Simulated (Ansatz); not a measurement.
CaSe built on the rocksalt prototype, relaxed with r2SCAN in Ansatz. Space group Fm-3m (No. 225), cubic; conventional cell a = 5.935 Å, 26.13 Å³ an atom. Ca has 6 Se at 2.97 Å; Se has 6 Ca at 2.97 Å.

The axes x, y and z are those of this cell:
```xyz
2
Lattice="0.0000 2.9675 2.9675 2.9675 0.0000 2.9675 2.9675 2.9675 0.0000" Properties=species:S:1:pos:R:3 pbc="T T T"
Ca    0.0000    0.0000    0.0000
Se    2.9675    2.9675    2.9675
```

Unstrained: The PBE gap is indirect, 2.057 eV (Γ to X), below the direct gap of 2.980 eV at X. r2SCAN gives an indirect gap of 2.518 eV, from Γ to X; the least direct gap is 3.458 eV at X. HSE06 gives an indirect gap of 2.999 eV, from Γ to X; the least direct gap is 4.032 eV at X. Meshes: PBE 8×8×8, r2SCAN 8×8×8, HSE06 6×6×6. Strains are changes of length per length, and xy shears are angles. After each strain the atoms were relaxed again with r2SCAN within the symmetry that the strain leaves, so tilts or polar shifts that break it weren't tested; points keep the names that they have in the unstrained zone. Spin-unpolarised throughout; all numbers are computed.

Question: Estimate what uniaxial -1.34 % along x, other directions held does to the gap.

Answer: PBE: the gap goes from 2.057 to 2.016 eV (-0.041 eV). r2SCAN: the gap goes from 2.518 to 2.475 eV (-0.043 eV). HSE06: the gap goes from 2.999 to 2.958 eV (-0.041 eV). The r2SCAN energy rises by 1.8 meV an atom.

Question: One strain changed the r2SCAN stress by xx -0.62, yy -0.62, zz -3.11 GPa (compression positive) and the gap by +0.067 eV (PBE), +0.065 eV (r2SCAN), +0.067 eV (HSE06). Which kind of strain was it, and roughly how large?

Answer: Uniaxial +3.29 % along z, other directions held. The pattern of the stress gives the kind; the size needs the stiffness, so it is an estimate.

Question: Apply xy shear, engineering strain (angle) +1.12 %. How far does the gap move, against the unstrained cell?

Answer: PBE: the gap goes from 2.057 to 2.024 eV (-0.033 eV); with r2SCAN the top three valence levels at Γ, degenerate before, become 1+1+1 from the top over 66 meV. r2SCAN: the gap goes from 2.518 to 2.484 eV (-0.034 eV). HSE06: the gap goes from 2.999 to 2.964 eV (-0.035 eV). The r2SCAN energy rises by 0.3 meV an atom.

Spin-orbit coupling is left out.

The meshes of the hybrids are coarse, so their gaps aren't converged to the digits shown.

The splittings at Γ are without spin-orbit coupling, which regroups them where it is of like size or larger.
